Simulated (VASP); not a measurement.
## Be: single point with PBE

The system is Be, a sheet with vacuum.

```
Be
1.0
     1.84088    0.00000    0.00000
    -0.92044    1.59424    0.00000
     0.00000    0.00000   14.00000
Be
1
Cartesian
  0.0000 0.0000 7.0000
```

The cell was built by a generator and needn't be a form met in nature.

```
Program             : VASP 6.6.1
Task                : single point
Functional          : PBE
Potentials or basis : VASP PAW PBE potentials, release 64 (Be)
Cutoff              : 520 eV
k mesh              : 12 × 12 × 1
Occupations         : gaussian, width 0.1 eV
Spin                : no spin polarisation
```

| Quantity | Value |
| --- | --- |
| Band gap on the k mesh | none (metal or under the smearing width) |

Levels at points of the mesh, in eV from the Fermi level:
| k point | band 1 | band 2 | band 3 | band 4 | band 5 | band 6 |
| --- | --- | --- | --- | --- | --- | --- |
| (0.00, 0.00, 0.00) | -7.19 | -2.45 | 4.05 | 4.97 | 5.61 | 8.10 |
| (0.50, 0.00, 0.00) | -1.14 | 8.84 | 10.63 | 13.75 | 18.21 | 18.93 |

It took 6.2 s on 1 thread of Intel(R) Xeon(R) Platinum 8488C (Sapphire Rapids), on a shared host, peak memory 0.14 GiB.
